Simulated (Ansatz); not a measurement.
# TaSi2P4 bilayer (AB) in a perpendicular field, part 2 of 2

Aim: how the TaSi2P4 bilayer (AB) screens a field along its normal, and what the field does to its bands. A positive field points along +c.

Ansatz 0.2.0; plane-wave DFT, PBE-D3(BJ), Ansatz PAW (the session's first sound run).

So far. Step 7 (Single point, field -0.3 V/Å): The dipole is -0.415 e·Å. Step 8 (Response, atoms held): The induced dipole is that of a conductor 23.72 Å thick.

### Step 9. Varying the input: basis.xc_grid = 4

This step: plane-wave DFT, PBE-D3(BJ), Ansatz PAW (Ansatz 0.2.0).

A run with a changed input: it repeats the earlier run at 0.1 V/Å with basis.xc_grid to 4.

The input, input.yaml:

```yaml
crystal:
  lattice:
    - [3.4886956765, 0.0, 0.0]
    - [-1.7443478382, 3.0212990819, 0.0]
    - [0.0, 0.0, 39.7622604741]
  atoms:
    - { symbol: P, position: [0.0, 0.0, 0.2263452805] }
    - { symbol: Si, position: [0.3333333333, 0.6666666667, 0.2517906421] }
    - { symbol: P, position: [0.3333333333, 0.6666666667, 0.3080787867] }
    - { symbol: Ta, position: [0.0, 0.0, 0.3453219334] }
    - { symbol: P, position: [0.3333333333, 0.6666666667, 0.3824163456] }
    - { symbol: Si, position: [0.3333333333, 0.6666666667, 0.4386600665] }
    - { symbol: P, position: [0.0, 0.0, 0.4641012849] }
    - { symbol: P, position: [0.3333333333, 0.6666666667, 0.5359181971] }
    - { symbol: Si, position: [0.6666666667, 0.3333333333, 0.5612855775] }
    - { symbol: P, position: [0.6666666667, 0.3333333333, 0.6175939465] }
    - { symbol: Ta, position: [0.3333333333, 0.6666666667, 0.6546924626] }
    - { symbol: P, position: [0.6666666667, 0.3333333333, 0.6919189467] }
    - { symbol: Si, position: [0.6666666667, 0.3333333333, 0.7482061425] }
    - { symbol: P, position: [0.3333333333, 0.6666666667, 0.7736547195] }
kpoints:
  mp_grid: { grid: [18, 18, 1] }
  band_path:
    path: [[0, 0, 0], [0.5, 0, 0], [0.33333333, 0.33333333, 0], [0, 0, 0]]
    npoints: 16
hamiltonian:
  xc: pbe
  dispersion: d3bj
scf:
  occupations: { method: fermi_dirac, width: 0.02585 }
  convergence: { dr2_threshold: 1.0e-10 }
efield:
  axis: 3
  dipole_correction: true
  ramp_position: 0.9691
  ramp_width: 0.0619
  amplitude: 0.1
output:
  write_potential: true
  write_density: true
  volumetric_format: npy
basis:
  xc_grid: 4
```

Command:

```sh
$ ansatz run input.yaml --threads 4 --pin off --max-ram 12288MiB --backend cpu --events-out ev --progress --plain --runs-dir out
```

It took 62 s on 4 threads of Arm Neoverse V1, shared host; peak memory 1.6 GiB; 4.1 min of CPU time.

This step gave:

| Quantity | Value |
| --- | --- |
| energy at zero smearing | -28462.8135 eV |
| dipole along the normal | 0.1378 e·Å |

Electronic bands along the path, in eV, zero at the Fermi level:

| point | band 37 | band 38 | band 39 | band 40 | band 41 | band 42 | band 43 | band 44 |
| --- | --- | --- | --- | --- | --- | --- | --- | --- |
| Γ | -0.40 | -0.40 | -0.38 | -0.38 | 0.25 | 0.69 | 2.88 | 2.88 |
| halfway | -1.26 | -1.12 | -1.11 | -0.87 | -0.14 | -0.10 | 1.82 | 2.00 |
| M | -1.62 | -1.50 | -0.69 | -0.67 | -0.33 | -0.31 | 1.27 | 1.30 |
| halfway | -1.77 | -1.51 | -1.13 | -0.98 | 0.20 | 0.22 | 2.01 | 2.19 |
| K | -1.66 | -1.61 | -0.82 | -0.78 | 0.82 | 0.87 | 1.71 | 1.96 |
| halfway | -1.26 | -1.16 | -1.11 | -0.88 | -0.10 | -0.08 | 2.36 | 2.38 |
| Γ | -0.40 | -0.40 | -0.38 | -0.38 | 0.25 | 0.69 | 2.88 | 2.88 |

| quantity | this run | earlier run | difference |
| --- | --- | --- | --- |
| dipole along the normal (e·Å) | 0.1378 | 0.1378 | -5.2e-7 |

The dipole moves by under 0.5 % or 5e-5 e·Å.

Of the bands kept, 2 cross the Fermi level on this path.

### Step 10. Varying the input: magnetization = {"spin_polarized": true}

This step: plane-wave DFT, PBE-D3(BJ), Ansatz PAW, but for the change named below (Ansatz 0.2.0).

Another changed input: it repeats the earlier run at 0.1 V/Å with magnetization to spin_polarized: true.

input.yaml, the sections that differ from step 9:

```yaml
crystal:
  lattice:
    - [3.4886956765, 0.0, 0.0]
    - [-1.7443478382, 3.0212990819, 0.0]
    - [0.0, 0.0, 39.7622604741]
  atoms:
    - { symbol: P, position: [0.0, 0.0, 0.2263452805], spin: 0.2 }
    - { symbol: Si, position: [0.3333333333, 0.6666666667, 0.2517906421], spin: 0.2 }
    - { symbol: P, position: [0.3333333333, 0.6666666667, 0.3080787867], spin: 0.2 }
    - { symbol: Ta, position: [0.0, 0.0, 0.3453219334], spin: 0.2 }
    - { symbol: P, position: [0.3333333333, 0.6666666667, 0.3824163456], spin: 0.2 }
    - { symbol: Si, position: [0.3333333333, 0.6666666667, 0.4386600665], spin: 0.2 }
    - { symbol: P, position: [0.0, 0.0, 0.4641012849], spin: 0.2 }
    - { symbol: P, position: [0.3333333333, 0.6666666667, 0.5359181971], spin: 0.2 }
    - { symbol: Si, position: [0.6666666667, 0.3333333333, 0.5612855775], spin: 0.2 }
    - { symbol: P, position: [0.6666666667, 0.3333333333, 0.6175939465], spin: 0.2 }
    - { symbol: Ta, position: [0.3333333333, 0.6666666667, 0.6546924626], spin: 0.2 }
    - { symbol: P, position: [0.6666666667, 0.3333333333, 0.6919189467], spin: 0.2 }
    - { symbol: Si, position: [0.6666666667, 0.3333333333, 0.7482061425], spin: 0.2 }
    - { symbol: P, position: [0.3333333333, 0.6666666667, 0.7736547195], spin: 0.2 }
magnetization:
  spin_polarized: true
# kpoints, hamiltonian, scf, efield, output: as in step 9
# basis: removed
```

Elapsed: 2.4 min, on 4 threads; peak memory 2.1 GiB; 9.7 min of CPU time.

Deep bands are left out, so band numbers here count from the lowest band kept and differ from the log's. The electronic bands at the labelled points (eV, zero at the Fermi level; # counts the bands kept):

| point | up #22 | up #23 | up #24 | up #25 | down #22 | down #23 | down #24 | down #25 |
| --- | --- | --- | --- | --- | --- | --- | --- | --- |
| Γ | -0.38 | -0.38 | 0.25 | 0.69 | -0.38 | -0.38 | 0.25 | 0.69 |
| halfway | -1.11 | -0.87 | -0.14 | -0.10 | -1.11 | -0.87 | -0.14 | -0.10 |
| M | -0.69 | -0.67 | -0.33 | -0.31 | -0.69 | -0.67 | -0.33 | -0.31 |
| halfway | -1.13 | -0.98 | 0.20 | 0.22 | -1.13 | -0.98 | 0.20 | 0.22 |
| K | -0.82 | -0.78 | 0.82 | 0.87 | -0.82 | -0.78 | 0.82 | 0.87 |
| halfway | -1.11 | -0.88 | -0.10 | -0.08 | -1.11 | -0.88 | -0.10 | -0.08 |
| Γ | -0.38 | -0.38 | 0.25 | 0.69 | -0.38 | -0.38 | 0.25 | 0.69 |

| quantity | this run | earlier run | difference |
| --- | --- | --- | --- |
| dipole along the normal (e·Å) | 0.1378 | 0.1378 | 8.5e-7 |

The dipole moves by under 0.5 % or 5e-5 e·Å. The run took 15 SCF cycles against 13.

Of the bands kept, 4 cross the Fermi level on this path, both spins counted.

### Step 11. What came out

```json
{"gap without field": "none", "work function, upper face": "5.43 eV", "equivalent conductor thickness, atoms held": "23.7 Å"}
```

The induced dipole equals that of a perfect conductor 23.72 Å thick, while the outer atoms lie 21.76 Å apart. There is no gap over 0.03 eV, with or without the field. The first relaxation ran with spin and lost its moment, and the later runs have none; other magnetic states were not tried. Spin-orbit coupling is left out, which matters for the bands of elements this heavy. The outer anions sit over the metal atoms, one of several polytypes of such layers and not the lowest for every compound.

[Logs are printed without paths, hosts, clocks, repeated set-up lines and the standing remarks that a program may print on its own settings, such as how far it seeks lower states.]

[Hosts, paths, dates, database ids (printed as entryN), source tags and the programs' standing remarks are cut or masked in the printed files.]

[Maps of the electrostatic potential energy from Ansatz leave out the sawtooth potential of an applied field or a dipole correction, so their vacuum need not be flat; planar profiles and work functions include it.]
